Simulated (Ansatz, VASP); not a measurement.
This is a calculation of Os (Osmium) for VASP 6.6.1. 

File INCAR:

```
SYSTEM = Os
PREC     = Accurate       ! precision mode
ENCUT    = 520            ! plane-wave cutoff, eV
EDIFF    = 1E-6           ! SCF threshold, eV
ISMEAR   = 0              ! smearing method
SIGMA    = 0.022          ! smearing width, eV
LREAL    = .FALSE.        ! projectors in reciprocal space
LASPH    = .TRUE.         ! aspherical terms in the spheres
NELM     = 80             ! most SCF steps
ALGO     = Normal         ! electronic algorithm
ISIF     = 2              ! what is computed and relaxed
LWAVE    = .FALSE.        ! write WAVECAR
LCHARG   = .FALSE.        ! write CHGCAR
GGA      = PE             ! functional
NBANDS   = 15             ! bands
```

File KPOINTS:

```
regular mesh
0
G
  11 11 6
  0 0 0
```

Contents of POSCAR:

```
Os
1.0
    2.7341000000      0.0000000000      0.0000000000
   -1.3670500000      2.3678000565      0.0000000000
    0.0000000000      0.0000000000      4.3197000000
Os
2
Direct
    0.6666666667      0.3333333333      0.7500000000
    0.3333333333      0.6666666667      0.2500000000
```

Potentials or basis: VASP PAW PBE potentials, release 64 (Os).

Command:

```bash
$ cat potpaw_PBE.64/Os/POTCAR > POTCAR
$ mpirun -np 1 vasp_std > vasp.out
```

Question: Set up the same calculation for Ansatz 0.2.0. Potentials or basis there: all-electron LAPW, scalar-relativistic.

Answer: As run (cutoffs and basis follow the program's own potentials, and thresholds, step limits or extra output files can differ):

Contents of input.yaml:

```yaml
crystal:
  lattice:
    - [2.7341, 0.0, 0.0]
    - [-1.36705, 2.3678000565, 0.0]
    - [0.0, 0.0, 4.3197]
  atoms:
    - { symbol: Os, position: [0.6666666667, 0.3333333333, 0.75] }
    - { symbol: Os, position: [0.3333333333, 0.6666666667, 0.25] }
kpoints:
  mp_grid: { grid: [11, 11, 6] }
scf:
  occupations: { method: gaussian, width: 0.022 }
hamiltonian:
  xc: pbe
  pseudopotentials: { kind: all_electron, lapw: { basis_error: 0.001 } }
output:
  forces: true
  stress: true
  eigenvalues: true
```

Potentials or basis: all-electron LAPW, scalar-relativistic.

Command:

```bash
$ ansatz run input.yaml --threads 1 --pin off --max-ram 3072MiB --backend cpu --events-out ev --progress --plain --runs-dir out
```

Both were run:

|  | VASP | Ansatz |
| --- | --- | --- |
| Pressure | 8.8 GPa | 8.7 GPa |

Where Ansatz's input types no cutoff or centring, it takes its own default and a Γ-centred mesh.

Pressure is positive in compression.
